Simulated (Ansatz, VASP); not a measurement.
This is a calculation of Au for VASP 6.6.1.

INCAR

```
SYSTEM = Au
PREC = Accurate ; ENCUT = 520
EDIFF = 1E-7 ; ISMEAR = -1
SIGMA = 0.05 ; LREAL = .False.
LASPH = .True. ; NELM = 60
ALGO = Normal ; ISIF = 2
LWAVE = .False. ; LCHARG = .False.
GGA = PS ; NBANDS = 12
```

File KPOINTS:

```
Automatic mesh
0
Gamma
  11 11 11
  0 0 0
```

The input POSCAR:

```
Au
1.0
    0.0000000000      2.0350000000      2.0350000000
    2.0350000000      0.0000000000      2.0350000000
    2.0350000000      2.0350000000      0.0000000000
Au
1
Direct
    0.0000000000      0.0000000000      0.0000000000
```

Potentials or basis: VASP PAW PBE potentials, release 64 (Au).

The run is started by

```bash
$ cat potpaw_PBE.64/Au/POTCAR > POTCAR
$ mpirun -np 1 vasp_std > vasp.out
```

Q: Translate it to Ansatz 0.2.0. Potentials there: Ansatz PAW.

A: As run (the cutoff follows the program's own potentials):

input.yaml

```yaml
crystal:
  lattice:
    - [0.0, 2.035, 2.035]
    - [2.035, 0.0, 2.035]
    - [2.035, 2.035, 0.0]
  atoms:
    - { symbol: Au, position: [0.0, 0.0, 0.0] }
hamiltonian:
  xc: pbesol
  pseudopotentials: { kind: paw }
kpoints:
  mp_grid: { grid: [11, 11, 11] }
scf:
  occupations: { method: fermi_dirac, width: 0.05 }
output:
  forces: true
  stress: true
  eigenvalues: true
```

Potentials or basis: Ansatz PAW.

Launch:

```console
$ ansatz run input.yaml --threads 1 --pin off --max-ram 3584MiB --backend cpu --events-out ev --progress --plain --runs-dir out
```

Both were run:

|  | VASP | Ansatz | Ansatz less VASP |
| --- | --- | --- | --- |
| gap on the k mesh at the Fermi level (eV) | none | none | - |
| pressure (GPa) | 1.4 | 1.7 | +0.31 |

A gap of «none» marks a metal or a gap that the smearing closes. The two sets of potentials don't hold the same shells in valence.

Caveats: the PAW data sets were made with another functional, which shifts forces and pressure a little (VASP); the PAW data sets come from PBE, with cores solved anew for the run's functional, which leaves a small shift of forces and pressure (Ansatz). The runs have no spin-orbit coupling, so splittings on Au are missing.
